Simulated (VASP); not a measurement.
Input of a VASP 6.6.1 run:

File INCAR:

```
  PREC = Accurate
  ENCUT = 600
  EDIFF = 1E-6
  ISMEAR = 1
  SIGMA = 0.1
  LREAL = False
  LASPH = True
  NELM = 120
  ALGO = Normal
  ISIF = 3
  LWAVE = False
  LCHARG = False
  GGA = PE
  IVDW = 12
  IBRION = 2
  NSW = 60
  EDIFFG = -0.005
```

KPOINTS

```
Automatic mesh
0
Gamma
  14 14 14
```

Contents of POSCAR:

```
AlNi
1.0
    2.8600000000      0.0000000000      0.0000000000
    0.0000000000      2.8600000000      0.0000000000
    0.0000000000      0.0000000000      2.8600000000
Ni Al
1 1
Direct
    0.0000000000      0.0000000000      0.0000000000
    0.5000000000      0.5000000000      0.5000000000
```

Potentials or basis: VASP PAW PBE potentials, release 64 (Ni, Al).

Launch:

```console
$ cat potpaw_PBE.64/Ni/POTCAR potpaw_PBE.64/Al/POTCAR > POTCAR
$ mpirun -np 1 vasp_std > vasp.out
```

(1) Estimate the band gap on the k mesh.

(2) Estimate the space group after relaxing (to 0.05 Å).

(3) Predict the relaxed cell.

(4) Predict the dispersion energy per atom.

Results:

(1) none (metal or under the smearing width).

(2) Pm-3m (No. 221).

(3) a = 2.857 Å, b = 2.857 Å, c = 2.857 Å, α = 90.00°, β = 90.00°, γ = 90.00°.

(4) -0.455 eV.
